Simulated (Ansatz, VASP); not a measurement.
**Two plane-wave programs on BiTe**

```
Bi Te
1.0
     2.42271    1.39875    3.31729
    -2.42271    1.39875    3.31729
     0.00000   -2.79750    3.31729
Bi Te
1 1
Cartesian
  0.0000 0.0000 4.9759
  0.0000 0.0000 0.0000
```

The cell comes from a database or a generator and needn't be the stable form of this composition.

Alike in both runs: functional PBE; k mesh 7 × 7 × 7; occupations gaussian, width 0.02 eV; no spin polarisation.

|  | VASP | Ansatz |
| --- | --- | --- |
| version | VASP 6.6.1 | Ansatz 0.2.0 |
| potentials or method | VASP PAW PBE potentials, release 64 (Bi_d, Te) | Ansatz PAW |
| plane-wave cutoff (eV) | 520 | 420 |
| valence electrons in the cell | 21 | 31 |
| task | electron localisation function | single point |

|  | VASP | Ansatz | Ansatz less VASP |
| --- | --- | --- | --- |
| gap on the k mesh at the Fermi level (eV) | none | none | - |
| pressure (GPa) | 0.1 | 0.2 | +0.05 |
| largest component of the traceless stress (GPa) | 0.16 | 0.16 | -0.001 |

A gap of «none» marks a metal or a gap that the smearing closes. The functional is the same, so the differences come from potentials, cutoffs and numerics. The two sets of potentials don't hold the same shells in valence.

Caveats: spin-orbit coupling is left out, which moves the levels of the heavy elements.
